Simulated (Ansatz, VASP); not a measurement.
**TiTe2: VASP and Ansatz over several settings**

```
CELL_PARAMETERS angstrom
3.77700 0.00000 0.00000
-1.88850 3.27098 0.00000
0.00000 0.00000 6.49800
ATOMIC_POSITIONS crystal
Te 0.33333 0.66667 0.73720
Te 0.66667 0.33333 0.26280
Ti 0.00000 0.00000 0.00000
```

Single points on this cell with VASP 6.6.1 and Ansatz 0.2.0. Each row is one pair of runs. Alike in all rows: spin: off; smearing: fermi-dirac, width 0.05 eV.

```tsv
level	k mesh	VASP's potentials, cutoff	Ansatz's potentials, cutoff	gap on the k mesh at the Fermi level (eV), VASP	gap on the k mesh at the Fermi level (eV), Ansatz	pressure (GPa), VASP	pressure (GPa), Ansatz	largest component of the traceless stress (GPa), VASP	largest component of the traceless stress (GPa), Ansatz
r2SCAN	5 × 5 × 3	VASP PAW PBE potentials, release 64 (Te, Ti_sv), 520 eV	Ansatz PAW, 500 eV	none	none	1.1	1.0	0.16	0.14
PBE	7 × 7 × 4	VASP PAW PBE potentials, release 64 (Te, Ti_sv), 520 eV	Ansatz PAW, 420 eV	none	none	0.9	0.9	0.22	0.21
LDA	8 × 8 × 4	VASP PAW LDA potentials, release 64 (Te, Ti_sv), 520 eV	Ansatz PAW, 420 eV	none	none	-4.0	-4.1	0.17	0.15
PBE	8 × 8 × 4	VASP PAW PBE potentials, release 64 (Te, Ti_sv), 520 eV	Ansatz PAW, 420 eV	none	none	0.9	0.9	0.38	0.37
```

Pressure (GPa): the two programs differ by at most 0.1; largest component of the traceless stress (GPa): the two programs differ by at most 0.014.

A gap of «none» marks a metal or a gap that the smearing closes.

Caveats: this functional lacks dispersion, which binds the layers, so the pressure and a relaxed spacing across them are unreliable (some rows); the k mesh is coarse (spacing up to 0.38 Å⁻¹), so the values aren't converged (VASP); the PAW data sets were made with another functional, which shifts forces and pressure a little (VASP); the k mesh is coarse (spacing up to 0.38 Å⁻¹), so the values aren't converged, least of all with exact exchange (Ansatz); the PAW data sets come from PBE, with cores solved anew for the run's functional, which leaves a small shift of forces and pressure (Ansatz).
